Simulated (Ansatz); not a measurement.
# VO2: the cost of one run

Computed with Ansatz 0.2.0 (DFT PBE, scalar-relativistic, plane waves, PAW, unless a step's input says otherwise).

2 further runs of the same task are left out: 2 set aside as unsound or not needed.

**1. The structure to begin with**

The structure is tetragonal, space group P4_2/mnm (No. 136). Conventional cell: a = 4.444 Å, b = 4.444 Å, c = 2.921 Å, α = 90.00°, β = 90.00°, γ = 90.00°. Around Cr (site symmetry mmm) lie 6 O at 1.91 Å. O (site symmetry m2m) is surrounded by 3 Cr at 1.91 Å.

As a file:

```xyz
6
Lattice="4.4444 0.0000 0.0000 0.0000 4.4444 0.0000 0.0000 0.0000 2.9210" Properties=species:S:1:pos:R:3 pbc="T T T"
Cr    0.0000    0.0000    1.4605
Cr    2.2222    2.2222    0.0000
O     0.8729    0.8729    0.0000
O     1.3493    3.0951    1.4605
O     3.5714    3.5714    0.0000
O     3.0951    1.3493    1.4605
```

It goes back to an entry of the Materials Project.

This cell was relaxed beforehand with the same method: volume 9.62 Å³/atom, gap on the mesh none (metal), site moments up to 1.7 μB.

**2. Cr → V: the starting cell**

VO2 starts from the relaxed positions of CrO2, with all lengths scaled by 1.032, a guess from tabulated radii. Atoms that may carry a moment start with parallel spins.

**3. Quick check of gap, pressure and forces (VO2)**

File input.yaml:

```yaml
crystal:
  lattice:
    - [4.5876413675, 0.0, 0.0]
    - [0.0, 4.5876413675, 0.0]
    - [0.0, 0.0, 3.015138599]
  atoms:
    - { symbol: V, position: [0.0, 0.0, 0.5], spin: 2.0 }
    - { symbol: V, position: [0.5, 0.5, 0.0], spin: 2.0 }
    - { symbol: O, position: [0.1964084618, 0.1964084618, 0.0] }
    - { symbol: O, position: [0.3035915382, 0.6964084618, 0.5] }
    - { symbol: O, position: [0.8035915382, 0.8035915382, 0.0] }
    - { symbol: O, position: [0.6964084618, 0.3035915382, 0.5] }
basis:
  ecutwfc: 420
kpoints:
  mp_grid: { grid: [4, 4, 6] }
hamiltonian:
  xc: pbe
scf:
  occupations: { method: gaussian, width: 0.1 }
  lower_state_search: "off"
output:
  forces: true
  stress: true
  eigenvalues: true
  populations: true
magnetization:
  spin_polarized: true
```

The run is started by

```console
$ ansatz run input.yaml --threads 1 --pin off --max-ram 2560MiB --backend cpu --events-out ev --progress --plain --runs-dir out
```

Q: Estimate wall time and peak memory on 1 thread of Arm Neoverse V1, shared host.

About 11 s, with a peak of 0.36 GiB.
